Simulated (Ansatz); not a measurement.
The system is Nd.

```
Nd
1.0
     3.65700    0.00000    0.00000
    -1.82850    3.16705    0.00000
     0.00000    0.00000    5.90200
Nd
2
Cartesian
  1.8285 1.0557 4.4265
  0.0000 2.1114 1.4755
```

This isn't the form of Nd at room conditions, which is double hcp.

Alike in all runs: program Ansatz 0.2.0; functional PBEsol; potentials or basis Ansatz PAW; cutoff 420 eV (not typed: the program's choice for these potentials); k mesh 8 × 8 × 5; occupations fermi-dirac, width 0.05 eV.

Starts and where they ended:

```tsv
start	free energy over the lowest (meV/atom)	net moment (μB)	site or absolute moments (μB)	gap
collinear spin, ferromagnetic start of up to 3 μB	0.0	8.12	Nd +3.74	none (metal or under the smearing width)
collinear spin, antiferromagnetic start of up to 3 μB	63.9	0.00	Nd +3.55, -3.55	none (metal or under the smearing width)
no spin polarisation	1584.6	-	-	none (metal or under the smearing width)
collinear spin, ferromagnetic start of up to 4.5 μB	0.0	8.12	Nd +3.74	none (metal or under the smearing width)
collinear spin, ferrimagnetic start of up to 3 μB	63.9	0.00	Nd +3.55, -3.55	none (metal or under the smearing width)
collinear spin, random start of up to 2.32 μB	0.0	8.12	Nd +3.74	none (metal or under the smearing width)
```

The spin-polarised runs without a constraint all converged, yet they end up to 64 meV/atom apart: a converged run can sit in a state that isn't the lowest. Allowing spin polarisation gains 1585 meV/atom. A still lower state may exist.

Caveats: the magnetic or orbital state may not be the lowest (some runs); spin-orbit coupling is left out, which moves the levels of the heavy elements (some runs).
